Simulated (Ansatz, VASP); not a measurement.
## ZrB2 in VASP and in Ansatz

```xyz
3
Lattice="3.1309 0.0000 0.0000 -1.5654 2.7114 0.0000 0.0000 0.0000 3.4888" Properties=species:S:1:pos:R:3 pbc="T T T"
Zr    0.0000    0.0000    0.0000
B     0.0000    1.8076    1.7444
B     1.5654    0.9038    1.7444
```

Alike in both runs: functional PBE; k mesh 12 × 12 × 10; occupations gaussian, width 0.05 eV; no spin polarisation.

Ansatz relaxed the structure, and its values are those at the end. VASP's run is a single point on that final structure, the one shown.

|  | VASP | Ansatz |
| --- | --- | --- |
| version | VASP 6.6.1 | Ansatz 0.2.0 |
| potentials or method | VASP PAW PBE potentials, release 64 (Zr_sv, B) | scalar-relativistic, plane waves, PAW |
| plane-wave cutoff (eV) | 520 | 420 |
| valence electrons in the cell | 18 | 18 |

Ansatz gave:

```
gap on the k mesh at the Fermi level (eV) : none
pressure (GPa)                            : 10.5
```

Problem. Which values does VASP return?

Solution. gap on the k mesh at the Fermi level (eV): none; pressure (GPa): 10.7.

A gap of «none» marks a metal or a gap that the smearing closes.
